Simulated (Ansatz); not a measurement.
MoP (P-6m2), axial (c/a) deformation path

These are results of Ansatz 0.2.0, DFT PBE, scalar-relativistic, plane waves, PAW, not measurements. Cutoff 420 eV, Γ-centred 18×18×16 k-points, Gaussian smearing of 0.15 eV. No spin polarisation. Energies are free energies at this smearing, counted from the undisturbed cell; pressure is positive in compression.

Reference structure (as given, not relaxed at this level; it stands at 2.7 GPa, and it needn't be the usual structure):

```yaml
crystal:
  lattice:
    - [3.22300, 0.00000, 0.00000]
    - [-1.61150, 2.79120, 0.00000]
    - [0.00000, 0.00000, 3.19100]
  atoms:
    - { symbol: Mo, position: [0.00000, 0.00000, 0.00000] }
    - { symbol: P, position: [0.33333, 0.66667, 0.50000] }
```

At fixed volume and fractional coordinates, lengths along (0.000, 0.000, 1.000) are scaled against those across it; ρ is that ratio over its starting value. The cell is metallic on the mesh throughout.

| ρ | ΔE (meV/atom) | pressure (GPa) |
| --- | --- | --- |
| 0.850 | ? | ? |
| 0.920 | 54.9 | 6.6 |
| 1.000 | 0.0 | 2.7 |
| 1.100 | 74.7 | -0.2 |
| 1.200 | 215.8 | -1.9 |

Q: Give the withheld values.

A: ΔE (meV/atom) at ρ = 0.850: 196.6; pressure (GPa) at ρ = 0.850: 11.3.